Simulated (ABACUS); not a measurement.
Set up this calculation in ABACUS 3.10.1, as an ASE script.

```yaml
Task: relaxation of cell and atoms
Functional: TPSS
Potentials_or_basis: SG15 ONCV 1.2 PBE
Cutoff: 1116 eV
Density_cutoff: 4463 eV
Basis: plane waves
k_mesh: 5 × 5 × 5
Occupations: fermi-dirac, width 0.05 eV
Spin: no spin polarisation
Max_steps_of_the_relaxation: 60
Force_threshold: 0.005 eV/Å
Optimiser: cg
Stress_threshold: 1 kbar
Radial_cutoff_of_the_potentials_pseudo_rcut: 10 bohr
SCF_threshold_on_the_density: 1e-08
Max_SCF_steps: 100
Eigensolver: dav
Mixing: broyden
Mixing_share: 0.7
Symmetry_key: 1
Bands: 13
```

The structure of InP lies in POSCAR:

```
InP
1.0
    0.0000000000      2.9305000000      2.9305000000
    2.9305000000      0.0000000000      2.9305000000
    2.9305000000      2.9305000000      0.0000000000
In P
1 1
Direct
    0.0000000000      0.0000000000      0.0000000000
    0.7500000000      0.7500000000      0.7500000000
```

These files were run (other wordings do the same):

run_abacus.py

```python
"""ABACUS run from a structure file: ASE reads it, the script writes STRU, KPT and INPUT."""
import re
import subprocess
from ase.io import read
from ase.units import Bohr

atoms = read("POSCAR")
atoms = atoms[(-atoms.numbers).argsort(kind="stable")]  # ABACUS lists atoms element by element
pseudo = {'In': 'In_ONCV_PBE-1.2.upf', 'P': 'P_ONCV_PBE-1.2.upf'}
orbital = {}
magmoms = None
kmesh = [5, 5, 5]
params = {
    'suffix': 'InP',
    'calculation': 'cell-relax',
    'basis_type': 'pw',
    'pseudo_dir': './',
    'symmetry': 1,
    'dft_functional': 'MGGA_X_TPSS+MGGA_C_TPSS',
    'ecutwfc': 82,
    'pseudo_rcut': 10,
    'nspin': 1,
    'nbands': 13,
    'ks_solver': 'dav',
    'smearing_method': 'fd',
    'smearing_sigma': 0.00367493,
    'scf_thr': 1e-08,
    'scf_nmax': 100,
    'mixing_type': 'broyden',
    'mixing_beta': 0.7,
    'cal_force': 1,
    'cal_stress': 1,
    'mixing_tau': 1,
    'relax_nmax': 60,
    'force_thr_ev': 0.005,
    'relax_method': 'cg',
    'out_stru': 1,
    'stress_thr': 1,
    'kpar': 4,
}

symbols = atoms.get_chemical_symbols()
elements = list(dict.fromkeys(symbols))
lines = ["ATOMIC_SPECIES"] + [f"{e} {atoms.get_masses()[symbols.index(e)]:.4f} {pseudo[e]}" for e in elements]
if orbital:
    lines += ["", "NUMERICAL_ORBITAL"] + [orbital[e] for e in elements]
lines += ["", "LATTICE_CONSTANT", f"{1 / Bohr:.10f}", "", "LATTICE_VECTORS"]
lines += [" ".join(f"{x:.10f}" for x in v) for v in atoms.cell]
lines += ["", "ATOMIC_POSITIONS", "Direct"]
for e in elements:
    lines += ["", e, "0.0", str(symbols.count(e))]
    for i, p in enumerate(atoms.get_scaled_positions(wrap=False)):
        if symbols[i] == e:
            mag = "" if magmoms is None else " mag " + " ".join(str(x) for x in (magmoms[i] if isinstance(magmoms[i], list) else [magmoms[i]]))
            lines.append(" ".join(f"{x:.10f}" for x in p) + " 1 1 1" + mag)
open("STRU", "w").write("\n".join(lines) + "\n")
open("KPT", "w").write("K_POINTS\n0\nGamma\n%d %d %d 0 0 0\n" % tuple(kmesh))
open("INPUT", "w").write("INPUT_PARAMETERS\n" + "".join(f"{k:<20s}{v}\n" for k, v in params.items()))

done = subprocess.run(['mpirun', '-np', '4', 'abacus'])
if done.returncode:
    raise SystemExit(done.returncode)
log = open("OUT.InP/running_cell-relax.log").read()
print("final energy (eV):", re.findall(r"FINAL_ETOT_IS (\S+)", log))
```

Potentials or basis: SG15 ONCV 1.2 PBE, plane waves.

The run is started by

```bash
$ OMP_NUM_THREADS=1 python run_abacus.py > log
```

It gave:

```yaml
Relaxed_volume: 26.40 Å³/atom
Relaxed_cell: a = 4.211 Å, b = 4.211 Å, c = 4.211 Å, α = 60.00°, β = 60.00°, γ = 60.00°
Space_group_after_relaxing_to_0.05_Å: F-43m (No. 216)
Energy_gained_by_relaxing: 11.8 meV/atom
Ionic_steps: 3
Pressure_after_relaxing: 0.0 GPa
Band_gap_on_the_k_mesh: 0.52 eV, direct
```

Caveat: the potentials were made for another functional, which shifts forces and pressure; spin-orbit coupling is left out, which moves the levels of the heavy elements.

Wall time 23 s on 4 MPI ranks on Intel(R) Xeon(R) 6975P-C (Granite Rapids) (shared host), peak memory 0.44 GiB a rank.
